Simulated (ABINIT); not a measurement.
PbS (Galena):

```
Pb S
1.0
     0.00000    2.96575    2.96575
     2.96575    0.00000    2.96575
     2.96575    2.96575    0.00000
Pb S
1 1
Direct
  0.00000 0.00000 0.00000
  0.50000 0.50000 0.50000
```

Base run:

| Quantity | Value |
| --- | --- |
| Program | ABINIT 10.8.3 (patched build) |
| Functional | BP86 |
| Potentials or basis | JTH PAW PBE v2.0 |
| Cutoff | 544 eV |
| k mesh | 8 × 8 × 8 |
| Occupations | fermi-dirac, width 0.05 eV |
| Spin | no spin polarisation |

Its results: band gap on the k mesh 0.38 eV, direct.

Question: After a change of settings the same cell gave: band gap on the k mesh 0.25 eV, direct. Which change was it?
A. functional from BP86 to HLE16; potentials or basis from JTH PAW PBE v2.0 to JTH PAW PBE v2.0 sp; valence electrons from 20 to 10
B. functional from BP86 to WC
C. functional from BP86 to BLYP; potentials or basis from JTH PAW PBE v2.0 to JTH PAW PBE v2.0 sp; valence electrons from 20 to 10
D. functional from BP86 to revPBE

Answer: B.

Caveats: spin-orbit coupling is left out, which as a rule narrows the gap of such compounds by several tenths of an eV.
